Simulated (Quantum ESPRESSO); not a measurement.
A run of Quantum ESPRESSO 7.5:

pw.in

```
&CONTROL
  calculation = 'scf'
  prefix = 'pwscf'
  outdir = './tmp'
  pseudo_dir = './pseudo'
  tprnfor = .true.
  tstress = .true.
  disk_io = 'low'
/
&SYSTEM
  space_group = 225
  A = 5.403984
  nat = 2
  ntyp = 2
  ecutwfc = 92
  nbnd = 25
  input_dft = 'vdw-df'
  occupations = 'smearing'
  smearing = 'fd'
  degauss = 0.00367493
/
&ELECTRONS
  conv_thr = 6d-10
  electron_maxstep = 120
  mixing_beta = 0.5
/
ATOMIC_SPECIES
Pb   207.2000 Pb.upf
O     15.9990 O.upf
ATOMIC_POSITIONS crystal_sg
Pb     0.0000000000    0.0000000000    0.0000000000
O      0.2500000000    0.2500000000    0.7500000000
K_POINTS automatic
9 9 9 0 0 0
```

Contents of pp_density.in:

```
&INPUTPP
  prefix = 'pwscf'
  outdir = './tmp'
  filplot = 'density.dat'
  plot_num = 0
/
&PLOT
  nfile = 1
  filepp(1) = 'density.dat'
  iflag = 3
  output_format = 6
  fileout = 'density.cube'
/
```

File pp_potential.in:

```
&INPUTPP
  prefix = 'pwscf'
  outdir = './tmp'
  filplot = 'potential.dat'
  plot_num = 11
/
&PLOT
  nfile = 1
  filepp(1) = 'potential.dat'
  iflag = 3
  output_format = 6
  fileout = 'potential.cube'
/
```

File pp_elf.in:

```
&INPUTPP
  prefix = 'pwscf'
  outdir = './tmp'
  filplot = 'elf.dat'
  plot_num = 8
/
&PLOT
  nfile = 1
  filepp(1) = 'elf.dat'
  iflag = 3
  output_format = 6
  fileout = 'elf.cube'
/
```

File pp_potential_ks.in:

```
&INPUTPP
  prefix = 'pwscf'
  outdir = './tmp'
  filplot = 'potential_ks.dat'
  plot_num = 1
/
&PLOT
  nfile = 1
  filepp(1) = 'potential_ks.dat'
  iflag = 3
  output_format = 6
  fileout = 'potential_ks.cube'
/
```

Potentials or basis: PseudoDojo 0.4 SR PBEsol stringent.

Launch:

```console
$ OMP_NUM_THREADS=1 pw.x -in pw.in > pw.out
$ OMP_NUM_THREADS=1 pp.x -in pp_density.in > pp_density.out
$ OMP_NUM_THREADS=1 pp.x -in pp_potential.in > pp_potential.out
$ OMP_NUM_THREADS=1 pp.x -in pp_elf.in > pp_elf.out
$ OMP_NUM_THREADS=1 pp.x -in pp_potential_ks.in > pp_potential_ks.out
```

Hardware: 1 thread of Arm Neoverse V2, with other jobs on the host.

Q: Estimate the wall time of this run.

A: It took 5.4 min on 1 thread of Arm Neoverse V2, with other jobs on the host, peak memory 0.17 GiB. Counts: scf iterations 10, k pools 1, bands 25, k points 35, g dense 31879.
